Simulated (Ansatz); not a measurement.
Cu in Ansatz: the effect of functional

Cu:

```
Cu
1.0
     1.22653   -4.00271    0.00000
     1.22653    4.00271    0.00000
     0.00000    0.00000    2.49189
Cu
2
Direct
  0.86613 0.13387 0.75000
  0.13387 0.86613 0.25000
```

This isn't the form of Cu at room conditions, which is fcc.

The cell isn't the ideal one: volume scaled by 1.02.

Alike in all runs:

| Quantity | Value |
| --- | --- |
| Program | Ansatz 0.2.0 |
| Task | single point |
| Potentials or basis | Ansatz PAW |
| k mesh | 11 × 11 × 11 |
| Occupations | fermi-dirac, width 0.05 eV |
| Spin | no spin polarisation |

```csv
functional,cutoff,pressure (GPa),largest force (eV/Å)
LDA,420 eV (not typed: the program's choice for these potentials),-10.1,0.07
PBEsol,420 eV (not typed: the program's choice for these potentials),-4.3,0.03
r2SCAN,500 eV (not typed: the program's choice for these potentials),?,?
```

Q: What does the run with functional r2SCAN give?

A: Pressure -2.6 GPa; largest force 0.02 eV/Å.

Caveats: the PAW data sets come from PBE, with cores solved anew for the run's functional, which leaves a small shift of forces and pressure.

Runs at the PBE level aren't shown here.
